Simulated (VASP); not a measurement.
## KI: single point with HSE06

**Experimental background.**

A printed reference work, monograph reports, for a bulk crystal of KI: band gap 6.32 eV.

Crystal: KI.

```xyz
2
Lattice="0.0000 3.5717 3.5717 3.5717 0.0000 3.5717 3.5717 3.5717 0.0000" Properties=species:S:1:pos:R:3 pbc="T T T"
K     0.0000    0.0000    0.0000
I     3.5717    3.5717    3.5717
```

```json
{
  "Program": "VASP 6.6.1",
  "Task": "single point",
  "Functional": "HSE06",
  "Potentials or basis": "VASP PAW PBE potentials, release 64 (K_sv, I)",
  "Cutoff": "520 eV",
  "k mesh": "4 × 4 × 4",
  "Occupations": "fermi-dirac, width 0.02 eV",
  "Spin": "no spin polarisation"
}
```

- Pressure: 0.0 GPa
- Band gap on the k mesh: 4.87 eV

Levels at points of the mesh, in eV from the valence-band top:
```tsv
k point	band 4	band 5	band 6	band 7	band 8	band 9	band 10	band 11	band 12	band 13
(0.00, 0.00, 0.00)	-13.02	-11.34	0.00	0.00	0.00	4.87	7.65	7.65	7.65	8.47
(0.50, 0.00, 0.00)	-13.02	-11.07	-1.31	-0.32	-0.32	6.45	8.80	9.17	9.17	10.06
(0.50, 0.50, 0.00)	-13.03	-11.19	-1.01	-0.38	-0.38	5.99	6.76	9.43	9.74	10.05
```

Run time: 14 min on 1 thread of AMD EPYC 7R43 64-Core Processor (Zen 3), with other jobs on the host, peak memory 0.31 GiB.

Measured gap of KI: 6.32 eV (a printed reference work, monograph). This calculation gives 4.87 eV (-1.45 eV). Spin-orbit coupling on I is left out. The value is that of HSE06, without temperature or zero-point motion.

Caveat: the PAW data sets were made with another functional, which shifts forces and pressure a little; spin-orbit coupling is left out, which moves the levels of the heavy elements.
